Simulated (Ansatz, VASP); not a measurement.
Sn in VASP and in Ansatz

The input INCAR:

```
PREC = Accurate
ENCUT = 520
EDIFF = 1E-7
ISMEAR = -1
SIGMA = 0.05
LREAL = False
LASPH = True
NELM = 80
ALGO = Normal
ISIF = 2
LWAVE = False
LCHARG = False
GGA = PS
NBANDS = 13
```

KPOINTS

```
regular mesh
0
Gamma
  11 11 11
```

File POSCAR:

```
Sn
1.0
   -1.7379733663      1.7873059321      2.3538281599
    1.7379733663     -1.7873059321      2.3538281599
    1.7379733663      1.7873059321     -2.3538281599
Sn
1
Direct
    0.0000000000      0.0000000000      0.0000000000
```

input.yaml

```yaml
crystal:
  lattice:
    - [-1.7379733663, 1.7873059321, 2.3538281599]
    - [1.7379733663, -1.7873059321, 2.3538281599]
    - [1.7379733663, 1.7873059321, -2.3538281599]
  atoms:
    - { symbol: Sn, position: [0.0, 0.0, 0.0] }
hamiltonian:
  xc: pbesol
  pseudopotentials: { kind: paw }
kpoints:
  mp_grid: { grid: [11, 11, 11] }
scf:
  occupations: { method: fermi_dirac, width: 0.05 }
output:
  forces: true
  stress: true
  eigenvalues: true
```

This isn't the form of Sn at room conditions, which is tetragonal (white tin).

Alike in both runs: task single point; functional PBEsol; k mesh 11 × 11 × 11; occupations fermi-dirac, width 0.05 eV; no spin polarisation.

```csv
,VASP,Ansatz
version,VASP 6.6.1,Ansatz 0.2.0
potentials or method,"VASP PAW PBE potentials, release 64 (Sn_d)",Ansatz PAW
plane-wave cutoff (eV),520,420
valence electrons in the cell,14,14
```

Ansatz gave:

- gap on the k mesh at the Fermi level (eV): none
- pressure (GPa): -4.3
- largest component of the traceless stress (GPa): 0.98

What did VASP give for the same quantities?

gap on the k mesh at the Fermi level (eV): none; pressure (GPa): -4.4; largest component of the traceless stress (GPa): 0.98.

A gap of «none» marks a metal or a gap that the smearing closes.

Caveats: the PAW data sets were made with another functional, which shifts forces and pressure a little (VASP); the PAW data sets come from PBE, with cores solved anew for the run's functional, which leaves a small shift of forces and pressure (Ansatz).
